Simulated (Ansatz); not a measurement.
# ScAl3: the cost of one run

Computed with Ansatz 0.2.0 (DFT PBE, scalar-relativistic, plane waves, PAW, unless a step's input says otherwise).

### Step 1. Starting point

It takes space group R-3m (No. 166, trigonal). The conventional cell has a = 2.848 Å, b = 2.848 Å, c = 27.901 Å, α = 90.00°, β = 90.00°, γ = 120.00°. Sc (site symmetry -3m) has 6 Sc at 2.85 Å and 6 Al at 2.85 Å as nearest neighbours. Al (site symmetry 3m) is surrounded by 9 Al at 2.85 Å and 3 Sc at 2.85 Å. Around Al (site symmetry -3m) lie 12 Al at 2.85 Å.

As a file:

```
CELL_PARAMETERS angstrom
1.42383 0.82205 9.30044
-1.42383 0.82205 9.30044
0.00000 -1.64410 9.30044
ATOMIC_POSITIONS crystal
Sc 0.00000 0.00000 0.00000
Al 0.75000 0.75000 0.75000
Al 0.50000 0.50000 0.50000
Al 0.25000 0.25000 0.25000
```

The start is an ordering of an alloy on its end members' structure types: elements ordered on the sites of the Y type, Al/Sc on Y (R-3m, No. 166).

### Step 2. A first look at the guess

File input.yaml:

```yaml
crystal:
  lattice:
    - [1.42383398, 0.82205093, 9.30044463]
    - [-1.42383398, 0.82205093, 9.30044463]
    - [0.0, -1.64410187, 9.30044463]
  atoms:
    - { symbol: Sc, position: [0.0, 0.0, 0.0] }
    - { symbol: Al, position: [0.75, 0.75, 0.75] }
    - { symbol: Al, position: [0.5, 0.5, 0.5] }
    - { symbol: Al, position: [0.25, 0.25, 0.25] }
basis:
  ecutwfc: 420
kpoints:
  mp_grid: { grid: [6, 6, 6] }
hamiltonian:
  xc: pbe
scf:
  occupations: { method: gaussian, width: 0.1 }
  lower_state_search: "off"
output:
  forces: true
  stress: true
  eigenvalues: true
```

Launch:

```
ansatz run input.yaml --threads 1 --pin off --max-ram 2560MiB --backend cpu --events-out ev --progress --plain --runs-dir out
```

**Question.** How long does this run take on 1 thread of AMD EPYC 7R43 (Zen 3), shared host, and how much memory does it need?

About 1.8 s, with a peak of 0.39 GiB.
